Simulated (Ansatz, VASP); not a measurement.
**One calculation of Ni, two programs**

The input INCAR:

```
SYSTEM = Ni
PREC = Accurate
ENCUT = 520
EDIFF = 1E-6
ISMEAR = -1
SIGMA = 0.1
LREAL = .False.
LASPH = .True.
NELM = 150
ALGO = Normal
ISIF = 2
LWAVE = .False.
LCHARG = .False.
LNONCOLLINEAR = .True.
MAGMOM = 0 0 0
LORBIT = 11
LSORBIT = .True.
GGA_COMPAT = .False.
LORBMOM = .True.
LMAXMIX = 4
GGA = PE
NBANDS = 21
```

File KPOINTS:

```
Automatic mesh
0
Gamma
  15 15 15
  0 0 0
```

POSCAR

```
Ni
1.0
    0.0000000000      1.7572466595      1.7572466595
    1.7572466595      0.0000000000      1.7572466595
    1.7572466595      1.7572466595      0.0000000000
Ni
1
Direct
    0.0000000000      0.0000000000      0.0000000000
```

Input for Ansatz:

```yaml
crystal:
  lattice:
    - [0.0, 1.7572466595, 1.7572466595]
    - [1.7572466595, 0.0, 1.7572466595]
    - [1.7572466595, 1.7572466595, 0.0]
  atoms:
    - { symbol: Ni, position: [0.0, 0.0, 0.0] }
hamiltonian:
  xc: pbe
  pseudopotentials:
    kind: paw_fr
    azcp:
      Ni: "pseudopotentials/Ni.paw.azcp"
basis:
  ecutwfc: 420
  fft_grid_basis: typed
kpoints:
  mp_grid: { grid: [15, 15, 15], shift: [0, 0, 0] }
magnetization:
  noncollinear: true
  spin_orbit: true
scf:
  occupations: { method: fermi_dirac, width: 0.1 }
```

Alike in both runs: task single point; functional PBE; k mesh 15 × 15 × 15; occupations fermi-dirac, width 0.1 eV; non-collinear spin, spin-orbit coupling.

```csv
,VASP,Ansatz
version,VASP 6.6.1,Ansatz 0.2.0
potentials or method,"VASP PAW PBE potentials, release 64 (Ni)","plane waves (420 eV) with PAW, fully relativistic with spin-orbit coupling"
plane-wave cutoff (eV),520,420
valence electrons in the cell,10,18
```

```tsv
	VASP	Ansatz	Ansatz less VASP
net moment per atom (μB)	0.00	0.00	0.000
```

With one functional, cell and mesh, what is left measures potentials, basis and numerics. The two sets of potentials don't hold the same shells in valence.
